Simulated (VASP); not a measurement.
# Na (Pm-3m) in VASP: single point with PBEsol

Aim: the single point of Na with PBEsol.

Everything below comes from runs of VASP 6.6.1. Logs are shortened: lines on timing, memory, paths and dates and some standing lists are left out, and cuts for length are marked.

### 1 The structure

It takes space group Pm-3m (No. 221, cubic). The conventional cell has a = 7.023 Å, b = 7.023 Å, c = 7.023 Å, α = 90.00°, β = 90.00°, γ = 90.00°.

This isn't the form of Na at room conditions, which is bcc.

### 2 Single point, PBEsol

Input file INCAR:

```
PREC = Accurate
ENCUT = 520
EDIFF = 1E-6
ISMEAR = -1
SIGMA = 0.05
LREAL = F
LASPH = T
NELM = 100
ALGO = Fast
ISIF = 2
LWAVE = F
LCHARG = F
GGA = PS
NBANDS = 10
```

Input file KPOINTS:

```
Automatic mesh
0
Gamma
  3 3 3
```

Input file POSCAR:

```
Na
1.0
    7.0233428600      0.0000000000      0.0000000000
    0.0000000000      7.0233428600      0.0000000000
    0.0000000000      0.0000000000      7.0233428600
Na
1
Direct
    0.0000000000      0.0000000000      0.0000000000
```

Potentials or basis: VASP PAW PBE potentials, release 64 (Na_pv).

Run with:

```
cat potpaw_PBE.64/Na_pv/POTCAR > POTCAR
mpirun -np 1 vasp_std > vasp.out
```

OUTCAR:

```text
PREC = Accurate
   ENCUT = 520
   EDIFF = 1E-6
   ISMEAR = -1
   LREAL = F
   LASPH = T
   NELM = 100
   ISIF = 2
   GGA = PS

 ion  position               nearest neighbor table
   1  0.000  0.000  0.000-

  LATTYP: Found a simple cubic cell.
 ALAT       =     7.0233428600

  Lattice vectors:

 A1 = (   7.0233428600,   0.0000000000,   0.0000000000)
 A2 = (   0.0000000000,   7.0233428600,   0.0000000000)
 A3 = (   0.0000000000,   0.0000000000,   7.0233428600)

Analysis of symmetry for initial positions (statically):
=====================================================================
 Subroutine PRICEL returns:
 Original cell was already a primitive cell.

 Routine SETGRP: Setting up the symmetry group for a
 simple cubic supercell.

 Subroutine GETGRP returns: Found 48 space group operations
 (whereof 48 operations were pure point group operations)
 out of a pool of 48 trial point group operations.

The static configuration has the point symmetry O_h .

Analysis of symmetry for dynamics (positions and initial velocities):
=====================================================================
 Subroutine PRICEL returns:
 Original cell was already a primitive cell.

 Routine SETGRP: Setting up the symmetry group for a
 simple cubic supercell.

 Subroutine GETGRP returns: Found 48 space group operations
 (whereof 48 operations were pure point group operations)
 out of a pool of 48 trial point group operations.

The dynamic configuration has the point symmetry O_h .

 Subroutine INISYM returns: Found 48 space group operations
 (whereof 48 operations are pure point group operations),
 and found     1 'primitive' translations

----------------------------------------------------------------------------------------

                                     Primitive cell

  volume of cell :     346.4429

  direct lattice vectors                    reciprocal lattice vectors
     7.023342860  0.000000000  0.000000000     0.142382341  0.000000000  0.000000000
     0.000000000  7.023342860  0.000000000     0.000000000  0.142382341  0.000000000
     0.000000000  0.000000000  7.023342860     0.000000000  0.000000000  0.142382341

  length of vectors
     7.023342860  7.023342860  7.023342860     0.142382341  0.142382341  0.142382341

  position of ions in fractional coordinates (direct lattice)
     0.000000000  0.000000000  0.000000000

[... 58 lines left out ...]
   IBRION =     -1    ionic relax: 0-MD 1-quasi-New 2-CG
   NFREE  =      0    steps in history (QN), initial steepest desc. (CG)
   ISIF   =      2    stress and relaxation
   ISYM   =      2    0-nonsym 1-usesym 2-fastsym
   POTIM  = 0.5000    time-step for ionic-motion
   TEBEG  =    0.0;   TEEND  =   0.0 temperature during run
   PSTRESS=    0.0 pullay stress
   NELECT =       7.0000    total number of electrons
   NUPDOWN=      -1.0000    fix difference up-down
   EMIN   =  10.00;   EMAX   =-10.00  energy-range for DOS
   EFERMI =   0.00;   METHOD = LEGACY
   ISMEAR =    -1;   SIGMA  =   0.05  broadening in eV -4-tet -1-fermi 0-gaus
   EFERMI_NEDOS =   21; number of points for ismear=-14 and -15
   IALGO  =     68    algorithm
   IMIX   =      4    mixing-type and parameters
     AMIX     =   0.40;   BMIX     =  1.00
     AMIX_MAG =   1.60;   BMIX_MAG =  1.00
  volume/ion in A,a.u.               =     346.44      2337.91
  Fermi-wavevector in a.u.,A,eV,Ry     =   0.445893  0.842615  2.705114  0.198820
  Thomas-Fermi vector in A             =   1.423866
   LORBIT       =      0    0 simple, 1 ext, 2 COOP (PROOUT), +10 PAW based schemes
   GGA     = PS    functional components
   LHFCALC =     F    Hartree Fock is set to
   AEXX    =    0.0000 exact exchange contribution
   IVDW    =     0    specifies the selected vdW correction
   LEPSILON=     F    determine dielectric tensor
   LRPA    =     F    only Hartree local field effects (RPA)
 non-spin polarized calculation
 RMM-DIIS sequential band-by-band and
  energy-cutoff  :      520.00
  volume of cell :      346.44
 maximum number of plane-waves:      9357
 NGX is ok and might be reduce to    54
   NGX = 27   NGY = 27   NGZ = 27

 number of electron       7.0000020 magnetization

 Free energy of the ion-electron system (eV)
  ---------------------------------------------------
  ext. energy  EPLUGINS =         0.00000000
  ---------------------------------------------------
  free energy    TOTEN  =        -0.18144959 eV

  energy without entropy =       -0.14533231  energy(sigma->0) =       -0.16339095

 E-fermi :  -2.2990     XC(G=0):  -2.3808

 val. band max:       -2.3057373832   @ k =   0.3333   0.3333   0.0000
 cond. band min:      -2.1157990622   @ k =   0.3333   0.3333   0.3333
 fundamental gap:      0.1899383210
 Fermi energy:        -2.2989939659

 k-point     1 :       0.0000    0.0000    0.0000
  band No.  band energies     occupation
      1     -28.3705      2.00000
      2     -28.3705      2.00000
      3     -28.3705      2.00000
      4      -2.7024      1.99937
      5       0.4060      0.00000
      6       0.4060      0.00000
      7       0.4060      0.00000
      8       0.7385      0.00000
      9       1.1163      0.00000
     10       1.1163      0.00000
[... 27 lines left out ...]
 k-point     4 :       0.3333    0.3333    0.3333
  band No.  band energies     occupation
      1     -28.3705      2.00000
      2     -28.3705      2.00000
      3     -28.3705      2.00000
      4      -2.1158      0.04998
      5      -0.4298      0.00000
      6      -0.3493      0.00000
      7      -0.3493      0.00000
      8       1.0417      0.00000
      9       1.2163      0.00000
     10       1.2163      0.00000

------------------------ aborting loop because EDIFF is reached ----------------------------------------

  FORCE on cell =-STRESS in cart. coord.  units (eV):
  Direction    XX          YY          ZZ          XY          YZ          ZX
  --------------------------------------------------------------------------------------
  -------------------------------------------------------------------------------------
  Total       -0.2685444     -0.2685444     -0.2685444     -0.0000000      0.0000000     -0.0000000
  in kB       -1.2419243     -1.2419243     -1.2419243     -0.0000000      0.0000000     -0.0000000
  external PRESSURE =      -1.2419243 kB  Pullay stress =       0.0000000 kB

 VOLUME and BASIS-vectors are now :
 -----------------------------------------------------------------------------
  energy-cutoff  :      520.00
  volume of cell :      346.44
      direct lattice vectors                 reciprocal lattice vectors
     7.023342860  0.000000000  0.000000000     0.142382341  0.000000000  0.000000000
     0.000000000  7.023342860  0.000000000     0.000000000  0.142382341  0.000000000
     0.000000000  0.000000000  7.023342860     0.000000000  0.000000000  0.142382341

 POSITION                                       TOTAL-FORCE (eV/Angst)
 -----------------------------------------------------------------------------------
      0.00000      0.00000      0.00000         0.000000      0.000000      0.000000
 -----------------------------------------------------------------------------------
    total drift:                                0.000000     -0.000000     -0.000000

  FREE ENERGIE OF THE ION-ELECTRON SYSTEM (eV)
  ---------------------------------------------------
  free  energy   TOTEN  =        -0.1814495915 eV

  energy  without entropy=       -0.1453323112  energy(sigma->0) =       -0.16339095
```

Run time: 20 s. Hardware: 1 thread of Intel Xeon Platinum 8259CL at 2.50GHz (Skylake/Cascade Lake), shared host; peak memory 0.35 GiB.

Results:

- Free energy: -0.1814 eV
- Pressure: -0.1 GPa
- Band gap on the k mesh: none (metal or under the smearing width)

Levels at points of the mesh, in eV from the Fermi level:
```tsv
k point	band 1	band 2	band 3	band 4	band 5	band 6	band 7	band 8	band 9
(0.00, 0.00, 0.00)	-26.07	-26.07	-26.07	-0.40	2.70	2.70	2.70	3.04	3.42
```

Caveat: the PAW data sets were made with another functional, which shifts forces and pressure a little.
